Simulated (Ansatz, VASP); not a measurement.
**Al2Cu: VASP beside Ansatz**

```xyz
6
Lattice="1.3734 -7.1366 0.0000 1.3734 7.1366 0.0000 0.0000 0.0000 4.4907" Properties=species:S:1:pos:R:3 pbc="T T T"
Al    1.3734    3.1718    3.3680
Al    1.3734   -6.3437    3.3680
Al    1.3734   -3.1718    1.1227
Al    1.3734    6.3437    1.1227
Cu    1.3734   -1.5859    3.3680
Cu    1.3734    1.5859    1.1227
```

Alike in both runs: task single point; functional PBE; k mesh 6 × 6 × 4; occupations gaussian, width 0.1 eV; no spin polarisation.

```csv
,VASP,Ansatz
version,VASP 6.6.1,Ansatz 0.2.0
potentials or method,"VASP PAW PBE potentials, release 64 (Al, Cu)","scalar-relativistic, plane waves, PAW"
plane-wave cutoff (eV),520,420
valence electrons in the cell,34,50
```

Ansatz gave:

```
gap on the k mesh at the Fermi level (eV)       : none
pressure (GPa)                                  : 0.3
largest component of the traceless stress (GPa) : 0.75
rms of the force components (eV/Å)              : 0.112
```

Problem. What did VASP give for the same quantities?

Solution. gap on the k mesh at the Fermi level (eV): none; pressure (GPa): 0.6; largest component of the traceless stress (GPa): 0.70; rms of the force components (eV/Å): 0.111.

Atom by atom the forces differ by 0.002 eV/Å (rms over components). A gap of «none» marks a metal or a gap that the smearing closes. With one functional, cell and mesh, what is left measures potentials, basis and numerics. The two sets of potentials don't hold the same shells in valence.

Caveats: the k mesh is coarse (spacing up to 0.39 Å⁻¹), so the values aren't converged.
